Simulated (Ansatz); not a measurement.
Geometry optimisation in Ansatz: input, command and trajectory.

```yaml
crystal:
  lattice:
    - [5.2014377247, 0.0, 0.0]
    - [0.0, 6.3374092362, 0.0]
    - [0.0, 0.0, 3.8690964276]
  atoms:
    - { symbol: Ni, position: [0.0, 0.0, 0.0] }
    - { symbol: Ni, position: [0.5, 0.5, 0.5] }
    - { symbol: Sb, position: [0.2207161714, 0.3578192933, 0.0] }
    - { symbol: Sb, position: [0.7792838286, 0.6421807067, 0.0] }
    - { symbol: Sb, position: [0.7207161714, 0.1421807067, 0.5] }
    - { symbol: Sb, position: [0.2792838286, 0.8578192933, 0.5] }
basis:
  ecutwfc: 420
kpoints:
  mp_grid: { grid: [8, 6, 10] }
hamiltonian:
  xc: pbesol
scf:
  occupations: { method: gaussian, width: 0.1 }
output:
  forces: true
  stress: true
  eigenvalues: true
relax:
  adjacent_minimum: "off"
  f_tol: 0.01
  max_steps: 30
  cell: { stress_tol: 0.1, fix: [volume] }
```

```bash
ansatz run input.yaml --threads 1 --pin off --max-ram 2560MiB --backend cpu --events-out ev --progress --plain --runs-dir out
```

Method: Ansatz 0.2.0, DFT PBEsol, scalar-relativistic, plane waves, PAW.

The volume is held at 1.03 times that of the relaxed cell.

Of 4 frames 3 are shown, positions in Å and forces in eV/Å; the SCF threshold varies from step to step. Steps run on the plane waves of an earlier cell, with a Pulay correction in the pressure. The basis is chosen afresh for the last frame, the zero of the energies, and at times for earlier ones too; energy and pressure can step there, also at an unchanged geometry. Where two frames share a geometry here, they differ by under 2 meV/atom and 0.3 GPa. The mark taken_back stands on steps that the optimiser undid.

```xyz
6
Lattice="5.2014 0.0000 0.0000 0.0000 6.3374 0.0000 0.0000 0.0000 3.8691" Properties=species:S:1:pos:R:3:forces:R:3 pbc="T T T" step=1 free_energy_over_end_meV_per_atom=0.06 pressure_GPa=-2.78
Ni    0.0000    0.0000    0.0000    0.0000    0.0000    0.0000
Ni    2.6007    3.1687    1.9345    0.0000    0.0000    0.0000
Sb    1.1480    2.2676    0.0000    0.0075    0.0235    0.0000
Sb    4.0534    4.0698    0.0000   -0.0075   -0.0235    0.0000
Sb    3.7488    0.9011    1.9345    0.0075   -0.0235    0.0000
Sb    1.4527    5.4364    1.9345   -0.0075    0.0235    0.0000
6
Lattice="5.2102 0.0000 0.0000 0.0000 6.3094 0.0000 0.0000 0.0000 3.8798" Properties=species:S:1:pos:R:3:forces:R:3 pbc="T T T" step=2 free_energy_over_end_meV_per_atom=0.14 pressure_GPa=-2.71 taken_back
Ni    0.0000    0.0000    0.0000    0.0000    0.0000    0.0000
Ni    2.6051    3.1547    1.9399    0.0000    0.0000    0.0000
Sb    1.1532    2.2667    0.0000    0.0043   -0.0322    0.0000
Sb    4.0570    4.0427    0.0000   -0.0043    0.0322    0.0000
Sb    3.7583    0.8880    1.9399    0.0043    0.0322    0.0000
Sb    1.4519    5.4214    1.9399   -0.0043   -0.0322    0.0000
6
Lattice="5.2053 0.0000 0.0000 0.0000 6.3267 0.0000 0.0000 0.0000 3.8728" Properties=species:S:1:pos:R:3:forces:R:3 pbc="T T T" step=4 free_energy_over_end_meV_per_atom=0.00 pressure_GPa=-2.75
Ni    0.0000    0.0000    0.0000    0.0000    0.0000    0.0000
Ni    2.6026    3.1634    1.9364    0.0000    0.0000    0.0000
Sb    1.1508    2.2675    0.0000   -0.0009    0.0006    0.0000
Sb    4.0545    4.0592    0.0000    0.0009   -0.0006    0.0000
Sb    3.7534    0.8958    1.9364   -0.0009   -0.0006    0.0000
Sb    1.4518    5.4309    1.9364    0.0009    0.0006    0.0000
```

Time: 4.3 min on 1 thread of Arm Neoverse V2 (shared host), peak memory 0.83 GiB.

Spin polarisation was left out, and a magnetic state may lie lower.